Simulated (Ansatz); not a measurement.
**In2As: what a guessed cell relaxes into**

Aim: relax a trial structure of In2As and see where it ends.

Program: Ansatz 0.2.0. Level of theory: DFT PBE, scalar-relativistic, plane waves, PAW. These are calculated values, not measurements.

## Step 1: The starting structure

The structure is hexagonal, space group P-6m2 (No. 187). The conventional cell has a = 2.861 Å, b = 2.861 Å, c = 14.083 Å, α = 90.00°, β = 90.00°, γ = 120.00°. In (site symmetry 3m) is surrounded by 3 As at 2.19 Å. As (site symmetry -6m2) is surrounded by 6 In at 2.19 Å.

As a file:

```xyz
3
Lattice="2.8612 0.0000 0.0000 -1.4306 2.4779 0.0000 0.0000 0.0000 14.0834" Properties=species:S:1:pos:R:3 pbc="T T T"
In    0.0000    1.6519   12.6449
In    0.0000    1.6519    1.4385
As    0.0000    0.0000    0.0000
```

Recipe of the guess: species swapped into a database cell of Te2Mo (P-6m2, No. 187), with In on the Te sites and As on the Mo sites. The dimensions are guesses.

## Step 2: A first look at the guess

input.yaml

```yaml
crystal:
  lattice:
    - [2.86122177, 0.0, 0.0]
    - [-1.43061088, 2.47789074, 0.0]
    - [0.0, 0.0, 14.08340892]
  atoms:
    - { symbol: In, position: [0.33333333, 0.66666667, 0.89785546] }
    - { symbol: In, position: [0.33333333, 0.66666667, 0.10214454] }
    - { symbol: As, position: [0.0, 0.0, 0.0] }
basis:
  ecutwfc: 420
kpoints:
  mp_grid: { grid: [6, 6, 2] }
hamiltonian:
  xc: pbe
scf:
  occupations: { method: gaussian, width: 0.1 }
  lower_state_search: "off"
output:
  forces: true
  stress: true
  eigenvalues: true
```

On the command line:

```bash
> ansatz run input.yaml --threads 1 --pin off --max-ram 2560MiB --backend cpu --events-out ev --progress --plain --runs-dir out
```

The program printed, shortened:

```text
Warning: RAYON_NUM_THREADS=1 ignored (pool sized by the plan → 1); use --threads N
[...]
Pseudopotentials: kind: paw
Pseudopotential: In, paw, valence charge 13, recommended cutoff 420 eV (normal), In.paw.azcp
Pseudopotential: As, paw, valence charge 15, recommended cutoff 420 eV (normal), As.paw.azcp
Functional definition: PBE
[...]
Crystal: 3 atoms, lattice volume = 99.848 Å³
Basis set: ecut = 420 eV, 1967 PW (Γ), exchange–correlation on 40×40×192 points (8 copies of the dense FFT grid, shifted against one another)
Bands: 25, of which v1, the nominal top of the filled ones, is band 21 counted from 1 (20 counted from 0)
Symmetry: 12 space group operations
Space group: P-6m2 (ITA 187), of the structure as read, at distance tolerance 4.6e-5 Å
[...]
SCF iter   9: F=-16036.928474 eV  HF=-16036.928474 eV  |F-HF|=1.80e-8  |Δ(HF+E_count)|=   1.43e-7  Δρ=6.95e-6  dr2=6.97e-8  ethr=2.44e-10  ⟨swp⟩=9.3  Hψ=2428  notcnv=0
[...]
SCF converged after 9 iterations
Free energy (F): -16036.928474 eV
[...]
E sigma→0 (E₀):  -16036.921084 eV
Entropy (-TS):   -0.014782 eV (-4.927 meV/atom)
Fermi energy:    6.122386 eV
[...]
--- Forces (eV/Å), atoms counted from 1 ---
  atom   1  In    -0.00000000     0.00000000   -17.11324986
  atom   2  In    -0.00000000     0.00000000    17.11324986
  atom   3  As     0.00000000    -0.00000000     0.00000000
[...]
--- Stress (GPa, compression-positive) ---
       75.670878      -0.000000       0.000000
        0.000000      75.670878       0.000000
        0.000000       0.000000      79.005039
  P = ⅓ Tr σ = 76.7823 GPa (767.823 kbar)
--- Band table (eV; the first three rows and the last of 14) ---
[... band rows left out ...]
[...]
```

Run time: 2.4 s. Hardware: 1 thread of Intel Xeon 6975P-C (Granite Rapids), shared host; peak memory 0.39 GiB.

From the probe: pressure 76.8 GPa, largest force 17.11 eV/Å, gap on this mesh none (metal). A guess like this is first relaxed loosely on the coarse mesh.

## Step 3: Coarse relaxation

Changes to input.yaml since step 2:

```diff
@@ -22 +22,6 @@
   eigenvalues: true
+relax:
+  adjacent_minimum: "off"
+  f_tol: 0.04
+  max_steps: 70
+  cell: { stress_tol: 0.4 }
```

On the command line:

```bash
> ansatz run input.yaml --threads 1 --pin off --max-ram 2560MiB --backend cpu --events-out ev --progress --plain --runs-dir out
```

The program printed:

```text
Warning: RAYON_NUM_THREADS=1 ignored (pool sized by the plan → 1); use --threads N
Engine: ansatz 0.2.0, x86_64-unknown-linux-gnu
[... 4 set-up lines as earlier in the session ...]
  parameter kappa = 0.804
  parameter beta = 0.06672455060314922
  exchange = pbe_x(kappa = kappa, mu = beta*pi^2/3)
  correlation = pbe_c(beta = beta)
Crystal: 3 atoms, lattice volume = 99.848 Å³
Basis set: ecut = 420 eV, 1967 PW (Γ), exchange–correlation on 40×40×192 points (8 copies of the dense FFT grid, shifted against one another)
Bands: 25, of which v1, the nominal top of the filled ones, is band 21 counted from 1 (20 counted from 0)
[... 2 set-up lines as earlier in the session ...]
k-points: 14 of 72 (time reversal used)
Non-local potential: In, projectors of the file, l = 0: 2, l = 1: 2, l = 2: 2, l = 3: 2
Non-local potential: As, projectors of the file, l = 0: 2, l = 1: 2, l = 2: 3, l = 3: 1
PAW form: soft (Blöchl's): semilocal exchange-correlation on the pseudo side does not see the compensation charge
PAW one-centre angular grid: In, 590 points (default); XC on 64 Gauss nodes
PAW one-centre angular grid: As, 590 points (default); XC on 64 Gauss nodes
Initial density: superposition of atomic densities (neutral atoms: chi_scale 0, normalization atom), corrected by the library's trained network
Initial wavefunctions: pseudopotential atomic-orbital guess
Functional: x = pbe(κ = 0.804, μ = 0.2195149727645171), c = pbe(β = 0.06672455060314922)
SCF iter   1: F=—  HF=-16036.937092 eV  |F-HF|=—  |Δ(HF+E_count)|=         —  Δρ=5.74e-3  dr2=4.41e-2  ethr=1.77e-3  ⟨swp⟩=9.1  Hψ=2219  notcnv=0
preconditioner: auto → LDOS  [metal: Δε(μ)=0.084 eV  Ē_g=16.972 eV  σ=0.100 eV  W_gap=0.44  n_scr=10 (ndim 8)  ℏωp=20.7 eV  f_vac=0.524  D(μ)=3.09/eV (n_scr^D=10)  β→1.0]
SCF iter   2: F=—  HF=-16036.933212 eV  |F-HF|=—  |Δ(HF+E_count)|=   3.88e-3  Δρ=2.87e-3  dr2=1.36e-2  ethr=1.08e-4  ⟨swp⟩=3.1  Hψ=898  notcnv=0  defer=5
SCF iter   3: F=—  HF=-16036.929292 eV  |F-HF|=—  |Δ(HF+E_count)|=   3.92e-3  Δρ=1.05e-3  dr2=3.80e-3  ethr=3.32e-5  ⟨swp⟩=2.4  Hψ=642  notcnv=0  defer=5
SCF iter   4: F=—  HF=-16036.928663 eV  |F-HF|=—  |Δ(HF+E_count)|=   6.29e-4  Δρ=6.00e-4  dr2=7.81e-4  ethr=9.27e-6  ⟨swp⟩=2.5  Hψ=636  notcnv=0  defer=5
SCF iter   5: F=—  HF=-16036.928494 eV  |F-HF|=—  |Δ(HF+E_count)|=   1.68e-4  Δρ=2.14e-4  dr2=1.42e-4  ethr=1.91e-6  ⟨swp⟩=2.9  Hψ=678  notcnv=0  defer=5
SCF iter   6: F=—  HF=-16036.928479 eV  |F-HF|=—  |Δ(HF+E_count)|=   1.53e-5  Δρ=1.11e-4  dr2=1.89e-5  ethr=3.45e-7  ⟨swp⟩=3.0  Hψ=666  notcnv=0  defer=5
SCF iter   7: F=—  HF=-16036.928476 eV  |F-HF|=—  |Δ(HF+E_count)|=   3.04e-6  Δρ=5.65e-5  dr2=1.13e-5  ethr=4.60e-8  ⟨swp⟩=2.8  Hψ=749  notcnv=0  defer=5
SCF iter   8: F=—  HF=-16036.928474 eV  |F-HF|=—  |Δ(HF+E_count)|=   1.98e-6  Δρ=2.96e-5  dr2=1.17e-6  ethr=2.76e-8  ⟨swp⟩=2.8  Hψ=589  notcnv=0  defer=5
SCF iter   9: F=-16036.928474 eV  HF=-16036.928474 eV  |F-HF|=1.80e-8  |Δ(HF+E_count)|=   1.43e-7  Δρ=6.95e-6  dr2=6.96e-8  ethr=2.44e-10  ⟨swp⟩=9.2  Hψ=2419  notcnv=0
SCF 1 converged in 9 iterations: F = -16036.928474 eV  dr2 = 6.96e-8
relax step   1: F+E_penalty+E_count = -16036.92847436 eV  Δ(F+E_penalty+E_count) = +0.000e0 eV  max|allowed force component| = 1.711e1 eV/Å  Δτ_max = 0.0000 Å  P = +76.782 GPa  Ω = 99.848 Å³  (9 SCF iters, dr2 threshold 1.00e-7 eV, accepted)
Crystal: 3 atoms, lattice volume = 109.086 Å³
Basis set: ecut = 420 eV, 2089 PW (Γ), exchange–correlation on 40×40×192 points (8 copies of the dense FFT grid, shifted against one another)
Initial density: handed on by an earlier stage of this run
Initial wavefunctions: those handed on with the density
SCF iter   1: F=—  HF=-16045.212105 eV  |F-HF|=—  |Δ(HF+E_count)|=         —  Δρ=2.00e-2  dr2=1.34e0  ethr=3.10e-3  ⟨swp⟩=9.0  Hψ=1911  notcnv=0
preconditioner: auto → LDOS  [insulator: Δε(μ)=0.140 eV  Ē_g=15.906 eV  σ=0.100 eV  W_gap=0.66  n_scr=10 (ndim 8)  ℏωp=19.8 eV  f_vac=0.506  D(μ)=2.02/eV (n_scr^D=8)  ε∞_Penn≈2.5  β→1.0]
SCF iter   2: F=—  HF=-16045.192701 eV  |F-HF|=—  |Δ(HF+E_count)|=   1.94e-2  Δρ=1.50e-2  dr2=8.25e-1  ethr=3.10e-3  ⟨swp⟩=2.9  Hψ=749  notcnv=0  defer=7
SCF iter   3: F=—  HF=-16045.026045 eV  |F-HF|=—  |Δ(HF+E_count)|=   1.67e-1  Δρ=4.37e-3  dr2=5.63e-2  ethr=2.01e-3  ⟨swp⟩=2.4  Hψ=663  notcnv=0  defer=5
SCF iter   4: F=—  HF=-16045.016854 eV  |F-HF|=—  |Δ(HF+E_count)|=   9.19e-3  Δρ=1.34e-3  dr2=3.26e-3  ethr=1.37e-4  ⟨swp⟩=2.1  Hψ=639  notcnv=0  defer=5
SCF iter   5: F=—  HF=-16045.016506 eV  |F-HF|=—  |Δ(HF+E_count)|=   3.48e-4  Δρ=5.61e-4  dr2=7.82e-4  ethr=7.96e-6  ⟨swp⟩=2.1  Hψ=663  notcnv=0  defer=5
SCF iter   6: F=—  HF=-16045.016342 eV  |F-HF|=—  |Δ(HF+E_count)|=   1.64e-4  Δρ=2.16e-4  dr2=1.42e-4  ethr=1.91e-6  ⟨swp⟩=2.0  Hψ=629  notcnv=0  defer=5
SCF iter   7: F=—  HF=-16045.016325 eV  |F-HF|=—  |Δ(HF+E_count)|=   1.71e-5  Δρ=6.42e-5  dr2=2.51e-5  ethr=3.47e-7  ⟨swp⟩=2.6  Hψ=595  notcnv=0  defer=5
SCF iter   8: F=—  HF=-16045.016322 eV  |F-HF|=—  |Δ(HF+E_count)|=   3.42e-6  Δρ=2.26e-5  dr2=2.04e-6  ethr=6.13e-8  ⟨swp⟩=2.3  Hψ=621  notcnv=0  defer=5
SCF iter   9: F=-16045.016321 eV  HF=-16045.016321 eV  |F-HF|=8.63e-9  |Δ(HF+E_count)|=   2.63e-7  Δρ=6.90e-6  dr2=7.28e-8  ethr=7.32e-10  ⟨swp⟩=7.9  Hψ=2113  notcnv=0
SCF 2 converged in 9 iterations: F = -16045.016321 eV  dr2 = 7.28e-8
relax step   2: F+E_penalty+E_count = -16045.01632141 eV  Δ(F+E_penalty+E_count) = -8.088e0 eV  max|allowed force component| = 8.539e0 eV/Å  Δτ_max = 0.1951 Å  P = +38.187 GPa  Ω = 109.086 Å³  energy of the carried Pulay correction = -4.638e-3 eV  (9 SCF iters, dr2 threshold 3.00e-7 eV, accepted)
Crystal: 3 atoms, lattice volume = 119.490 Å³
Basis set: ecut = 420 eV, 2307 PW (Γ), exchange–correlation on 40×40×192 points (8 copies of the dense FFT grid, shifted against one another)
iter 1 solved again at ethr=1.47e-3 eV; its pass at ethr=3.10e-3 eV (dr2=6.03e-1 eV) is discarded
SCF iter   1: F=—  HF=-16049.071729 eV  |F-HF|=—  |Δ(HF+E_count)|=         —  Δρ=1.26e-2  dr2=6.00e-1  ethr=1.47e-3  ⟨swp⟩=1.0  Hψ=2283  notcnv=0
preconditioner: auto → LDOS  [insulator: Δε(μ)=0.624 eV  Ē_g=15.089 eV  σ=0.100 eV  W_gap=0.67  n_scr=10 (ndim 8)  ℏωp=18.9 eV  f_vac=0.495  D(μ)=1.71/eV (n_scr^D=6)  ε∞_Penn≈2.6  β→1.0]
SCF iter   2: F=—  HF=-16049.107550 eV  |F-HF|=—  |Δ(HF+E_count)|=   3.58e-2  Δρ=1.32e-2  dr2=1.08e0  ethr=1.46e-3  ⟨swp⟩=3.6  Hψ=765  notcnv=0  defer=2
SCF iter   3: F=—  HF=-16048.953425 eV  |F-HF|=—  |Δ(HF+E_count)|=   1.54e-1  Δρ=4.94e-3  dr2=3.71e-2  ethr=1.46e-3  ⟨swp⟩=3.2  Hψ=700  notcnv=0  defer=7
SCF iter   4: F=—  HF=-16048.947533 eV  |F-HF|=—  |Δ(HF+E_count)|=   5.89e-3  Δρ=2.11e-3  dr2=2.27e-2  ethr=9.04e-5  ⟨swp⟩=2.3  Hψ=708  notcnv=0  defer=7
SCF iter   5: F=—  HF=-16048.943771 eV  |F-HF|=—  |Δ(HF+E_count)|=   3.76e-3  Δρ=5.39e-4  dr2=5.94e-4  ethr=5.53e-5  ⟨swp⟩=2.0  Hψ=629  notcnv=0  defer=7
SCF iter   6: F=—  HF=-16048.943810 eV  |F-HF|=—  |Δ(HF+E_count)|=   3.86e-5  Δρ=1.47e-4  dr2=5.31e-5  ethr=1.45e-6  ⟨swp⟩=2.1  Hψ=635  notcnv=0  defer=7
SCF iter   7: F=—  HF=-16048.943793 eV  |F-HF|=—  |Δ(HF+E_count)|=   1.74e-5  Δρ=5.31e-5  dr2=5.17e-6  ethr=1.29e-7  ⟨swp⟩=2.1  Hψ=635  notcnv=0  defer=7
iter 8 did not close the SCF: its close was put off until two iterations running show no level that it waits for move by more than its bar (scf_convergence_deferred on its scf_iter line)
SCF iter   8: F=-16048.943791 eV  HF=-16048.943792 eV  |F-HF|=3.68e-8  |Δ(HF+E_count)|=   1.03e-6  Δρ=1.18e-5  dr2=1.66e-7  ethr=7.32e-10  ⟨swp⟩=8.4  Hψ=2230  notcnv=0
iter 9 did not close the SCF: its close was put off until two iterations running show no level that it waits for move by more than its bar (scf_convergence_deferred on its scf_iter line)
SCF iter   9: F=-16048.943792 eV  HF=-16048.943792 eV  |F-HF|=8.29e-10  |Δ(HF+E_count)|=   1.40e-8  Δρ=3.46e-6  dr2=1.08e-8  ethr=4.04e-10  ⟨swp⟩=4.2  Hψ=1445  notcnv=0
SCF iter  10: F=-16048.943792 eV  HF=-16048.943792 eV  |F-HF|=2.04e-10  |Δ(HF+E_count)|=   4.77e-9  Δρ=5.21e-7  dr2=2.45e-10  ethr=2.64e-11  ⟨swp⟩=3.2  Hψ=1318  notcnv=0
SCF 3 converged in 10 iterations: F = -16048.943792 eV  dr2 = 2.45e-10
relax step   3: F+E_penalty+E_count = -16048.94379155 eV  Δ(F+E_penalty+E_count) = -3.927e0 eV  max|allowed force component| = 4.288e0 eV/Å  Δτ_max = 0.1598 Å  P = +17.984 GPa  Ω = 119.490 Å³  energy of the carried Pulay correction = -9.395e-3 eV  (10 SCF iters, dr2 threshold 3.00e-7 eV, accepted)
[... from here on, the SCF cycles and remarks between the steps are left out ...]
relax step   4: F+E_penalty+E_count = -16050.52376031 eV  Δ(F+E_penalty+E_count) = -1.580e0 eV  max|allowed force component| = 1.024e0 eV/Å  Δτ_max = 0.1851 Å  P = +7.977 GPa  Ω = 127.325 Å³  energy of the carried Pulay correction = -1.269e-2 eV  (8 SCF iters, dr2 threshold 3.00e-7 eV, accepted)
relax step   5: F+E_penalty+E_count = -16050.94135452 eV  Δ(F+E_penalty+E_count) = -4.176e-1 eV  max|allowed force component| = 4.084e-1 eV/Å  Δτ_max = 0.0073 Å  P = +3.717 GPa  Ω = 139.196 Å³  energy of the carried Pulay correction = -1.729e-2 eV  (9 SCF iters, dr2 threshold 3.00e-7 eV, accepted)
relax step   6: F+E_penalty+E_count = -16051.14023303 eV  Δ(F+E_penalty+E_count) = -1.989e-1 eV  max|allowed force component| = 6.392e-2 eV/Å  Δτ_max = 0.0516 Å  P = +0.852 GPa  Ω = 148.081 Å³  energy of the carried Pulay correction = -2.045e-2 eV  (8 SCF iters, dr2 threshold 3.00e-7 eV, accepted)
relax step   7: F+E_penalty+E_count = -16051.18722280 eV  Δ(F+E_penalty+E_count) = -4.699e-2 eV  max|allowed force component| = 9.062e-3 eV/Å  Δτ_max = 0.0686 Å  P = +0.006 GPa  Ω = 148.454 Å³  energy of the carried Pulay correction = -2.057e-2 eV  (7 SCF iters, dr2 threshold 3.00e-7 eV, accepted)
relax step   8: F+E_penalty+E_count = -16051.20500100 eV  Δ(F+E_penalty+E_count) = -1.778e-2 eV  max|allowed force component| = 1.570e-2 eV/Å  Δτ_max = 0.0893 Å  P = +0.127 GPa  Ω = 142.813 Å³  energy of the carried Pulay correction = -1.860e-2 eV  (7 SCF iters, dr2 threshold 3.00e-7 eV, accepted)
relax step   9: F+E_penalty+E_count = -16051.21129410 eV  Δ(F+E_penalty+E_count) = -6.293e-3 eV  max|allowed force component| = 2.547e-2 eV/Å  Δτ_max = 0.0647 Å  P = +0.019 GPa  Ω = 139.536 Å³  energy of the carried Pulay correction = -1.741e-2 eV  (8 SCF iters, accepted)
relax step  10: F+E_penalty+E_count = -16051.21515873 eV  Δ(F+E_penalty+E_count) = -3.865e-3 eV  max|allowed force component| = 2.341e-2 eV/Å  Δτ_max = 0.0716 Å  P = -0.015 GPa  Ω = 135.672 Å³  energy of the carried Pulay correction = -1.597e-2 eV  (11 SCF iters, accepted)
relax step  11: F+E_penalty+E_count = -16051.21835264 eV  Δ(F+E_penalty+E_count) = -3.194e-3 eV  max|allowed force component| = 1.990e-2 eV/Å  Δτ_max = 0.0797 Å  P = +0.004 GPa  Ω = 131.331 Å³  energy of the carried Pulay correction = -1.430e-2 eV  (9 SCF iters, accepted)
relax step  12: F+E_penalty+E_count = -16051.25097179 eV  Δ(F+E_penalty+E_count) = -3.262e-2 eV  max|allowed force component| = 1.850e-2 eV/Å  Δτ_max = 0.0000 Å  P = +0.441 GPa  Ω = 131.331 Å³  stress off target by 6.09e-1 GPa  SCF on the basis re-selected at this cell (its energy is not comparable with the rows above)  (7 SCF iters)
relax step  13: F+E_penalty+E_count = -16051.25503270 eV  Δ(F+E_penalty+E_count) = -4.061e-3 eV  max|allowed force component| = 3.112e-2 eV/Å  Δτ_max = 0.0423 Å  P = +0.246 GPa  Ω = 130.156 Å³  energy of the carried Pulay correction = +1.646e-4 eV  (6 SCF iters, dr2 threshold 3.00e-7 eV, accepted)
iter 1 solved again at ethr=3.42e-7 eV; its pass at ethr=3.10e-3 eV (dr2=1.40e-4 eV) is discarded
SCF iter   1: F=—  HF=-16051.254865 eV  |F-HF|=—  |Δ(HF+E_count)|=         —  Δρ=2.40e-5  dr2=1.95e-7  ethr=3.42e-7  ⟨swp⟩=3.3  Hψ=2574  notcnv=0
preconditioner: auto → LDOS  [metal: Δε(μ)=0.077 eV  Ē_g=13.609 eV  σ=0.100 eV  W_gap=0.41  n_scr=26 (ndim 8)  ℏωp=18.1 eV  f_vac=0.380  D(μ)=3.20/eV (n_scr^D=8)  β→1.0]
SCF iter   2: F=—  HF=-16051.254876 eV  |F-HF|=—  |Δ(HF+E_count)|=   1.06e-5  Δρ=6.49e-6  dr2=1.28e-7  ethr=4.76e-10  ⟨swp⟩=2.9  Hψ=704  notcnv=0
SCF iter   3: F=—  HF=-16051.254876 eV  |F-HF|=—  |Δ(HF+E_count)|=   6.90e-8  Δρ=2.99e-6  dr2=2.11e-8  ethr=3.12e-10  ⟨swp⟩=2.0  Hψ=565  notcnv=0
SCF iter   4: F=—  HF=-16051.254876 eV  |F-HF|=—  |Δ(HF+E_count)|=   3.47e-8  Δρ=9.93e-7  dr2=2.26e-9  ethr=5.15e-11  ⟨swp⟩=2.0  Hψ=543  notcnv=0
SCF iter   5: F=-16051.254876 eV  HF=-16051.254876 eV  |F-HF|=8.02e-10  |Δ(HF+E_count)|=   1.81e-9  Δρ=5.49e-7  dr2=6.62e-10  ethr=4.68e-12  ⟨swp⟩=5.5  Hψ=1441  notcnv=0
SCF 14 converged in 5 iterations: F = -16051.254876 eV  dr2 = 6.62e-10
relax step  14: F+E_penalty+E_count = -16051.25487558 eV  Δ(F+E_penalty+E_count) = +1.571e-4 eV  max|allowed force component| = 3.114e-2 eV/Å  Δτ_max = 0.0000 Å  P = +0.246 GPa  Ω = 130.156 Å³  stress off target by 2.80e-1 GPa  SCF on the basis re-selected at this cell (its energy is not comparable with the rows above)  (5 SCF iters)
basis re-selected at this cell: Δ(F+E_penalty+E_count) = +1.571e-4 eV, ΔP = -0.000 GPa vs the last step (what re-selecting the basis moved, of the pressure what is left beyond the Pulay correction that the steps carried, after the strain that the cell walked since its last selection, with what the two solves' SCF thresholds leave and, on support functions, any second-order correction that the steps lacked; it is no measure of the basis error at this ecutwfc). This SCF's stress stands 2.80e-1 GPa from its target on what of the cell is left free (relax.cell.stress_tol is 4.00e-1 GPa) and its largest allowed force component is 3.11e-2 eV/Å (relax.f_tol is 4.00e-2 eV/Å): within both
SCF converged after 5 iterations
Free energy (F): -16051.254876 eV
Harris-Foulkes:  -16051.254876 eV  (|F-HF|=8.02e-10)
Internal energy: -16051.238855 eV  (E = F + TS)
E sigma→0 (E₀):  -16051.246865 eV
Entropy (-TS):   -0.016020 eV (-5.340 meV/atom)
Fermi energy:    4.180406 eV
--- Per-component energies (eV) ---
  E_band       = -527.642817
  E_kinetic    = 582.842373
  E_local      = -12785.794146  (includes V_loc(G=0)·N_el)
  E_nonlocal   = 60.964411
  E_hartree    = 6127.267092
  E_xc         = -510.484679
  E_vxc        = -277.942587  (∫ρ·V_xc dr)
  E_paw        = -10137.227319  (= ΣΔE_a)
  E_vpaw       = -362.247910  (= ΣTr[D̂ρ^β])
  E_aug_tail   = 0.000057  (compensation charges beyond the density's cutoff)
  E_ewald      = 611.193355
  E_smearing   = -0.016020  (= −TS)
  E_closure    = -0.000000  (closes the sum)
  Σ components = -16051.254876   (vs F -16051.254876, Δ=0.00e0)
--- Forces (eV/Å), atoms counted from 1 ---
  atom   1  In    -0.00000000     0.00000000    -0.03114295
  atom   2  In    -0.00000000     0.00000000     0.03114295
  atom   3  As     0.00000000     0.00000000     0.00000000
  max |Σ_I F_I| component: 1.46e-16 eV/Å
--- Stress (GPa, compression-positive) ---
        0.279990      -0.000000       0.000000
        0.000000       0.279990       0.000000
        0.000000       0.000000       0.176650
  P = ⅓ Tr σ = 0.2455 GPa (2.455 kbar)
--- Band table (eV; the first three rows and the last of 14) ---
  k-point 0: bands = ["-31.6557", "-31.6557", "-31.6164", "-31.6164", "-31.6075", "-10.4747", "-10.4437", "-10.4070", "-10.4070", "-10.4059", "-10.4059", "-10.2233", "-10.2233", "-10.2207", "-10.2207", "-8.3179", "-3.9684", "-2.0594", "1.5526", "5.1221", "6.8079", "6.8079", "7.9141", "8.1009", "11.8265"]
  k-point 1: bands = ["-31.6557", "-31.6557", "-31.6164", "-31.6164", "-31.6075", "-10.4747", "-10.4437", "-10.4070", "-10.4070", "-10.4059", "-10.4059", "-10.2233", "-10.2233", "-10.2207", "-10.2207", "-8.3179", "-3.9685", "-2.0588", "1.5455", "5.2562", "6.8079", "6.8079", "6.9844", "9.9261", "10.2012"]
  k-point 2: bands = ["-31.6558", "-31.6531", "-31.6175", "-31.6167", "-31.6061", "-10.4563", "-10.4458", "-10.3973", "-10.3735", "-10.3364", "-10.3355", "-10.2865", "-10.2689", "-10.2336", "-10.2304", "-7.8699", "-3.4499", "-1.6088", "2.0523", "4.1372", "5.8990", "6.1504", "8.0731", "8.6494", "9.7801"]
  k-point 13: bands = ["-31.6502", "-31.6499", "-31.6195", "-31.6194", "-31.6014", "-10.4037", "-10.3610", "-10.3502", "-10.3390", "-10.2950", "-10.2946", "-10.2899", "-10.2895", "-10.2486", "-10.2321", "-5.3628", "-0.3564", "0.8155", "1.7220", "1.8338", "3.8202", "3.8883", "4.7660", "5.3792", "7.1467"]
--- Relaxed structure (12 steps of the walk, 12 accepted, 2 SCFs on fresh bases) ---
  F+E_penalty+E_count = -16051.25487558 eV   max|allowed force component| = 3.114e-2 eV/Å   (the final SCF, on the basis selected at the relaxed cell)
  cell:  # Å, volume = 130.1555 Å³
    - [3.3399292118401593, -3.3697304249988848e-9, 0.0]
    - [-1.6699646030018078, 2.892463545980181, 0.0]
    - [0.0, 0.0, 13.472787543639068]
  atoms:
    - { symbol: In, position: [0.33333333333333337, 0.6666666666666667, 0.8257816276775264] }
    - { symbol: In, position: [0.33333333333333337, 0.6666666666666667, 0.17421837232247353] }
    - { symbol: As, position: [3.7007434429898756e-17, 3.289549685743081e-17, 6.36404013412223e-19] }
```

It took 35 s on 1 thread of Intel Xeon 6975P-C (Granite Rapids), shared host; peak memory 0.44 GiB.

The steps of the relaxation:

| step | E - E(step 1) (eV/cell) | largest force component (eV/Å) | pressure (GPa) | volume (Å³) |
| --- | --- | --- | --- | --- |
| 1 | 0.0000 | 17.1133 | 76.78 | 99.85 |
| 2 | -8.0878 | 8.5386 | 38.19 | 109.09 |
| 3 | -12.0153 | 4.2878 | 17.98 | 119.49 |
| 4 | -13.5953 | 1.0239 | 7.98 | 127.32 |
| 5 | -14.0129 | 0.4084 | 3.72 | 139.20 |
| 6 | -14.2118 | 0.0639 | 0.85 | 148.08 |
| 7 | -14.2587 | 0.0091 | 0.01 | 148.45 |
| 8 | -14.2765 | 0.0157 | 0.13 | 142.81 |
| 9 | -14.2828 | 0.0255 | 0.02 | 139.54 |
| 10 | -14.2867 | 0.0234 | -0.01 | 135.67 |
| 11 | -14.2899 | 0.0199 | 0.00 | 131.33 |
| 12 | -14.3225 | 0.0185 | 0.44 | 131.33 |
| 13 | -14.3266 | 0.0311 | 0.25 | 130.16 |
| 14 | -14.3264 | 0.0311 | 0.25 | 130.16 |

Step 1 is the start. Steps 12, 14 each repeat the geometry before them on a plane-wave basis chosen anew, so the energy can jump there without any move.

|  | before | after | change |
| --- | --- | --- | --- |
| a (Å) | 2.861 | 3.340 | +16.7 % |
| b (Å) | 2.861 | 3.340 | +16.7 % |
| c (Å) | 14.083 | 13.473 | -4.3 % |
| volume (Å³/atom) | 33.28 | 43.39 | +30.4 % |
| shortest distance (Å) | 2.190 | 3.038 | +38.7 % |
| space group (0.01 Å) | P-6m2 | P-6m2 | same |

The end holds layers, chains or molecules that no bond joins, and this functional has no dispersion term, so the space between them comes out too large.

Forces and stress were held to the start's 12 operations: a distortion of lower symmetry was not tested.

[end of part 1 of 2]
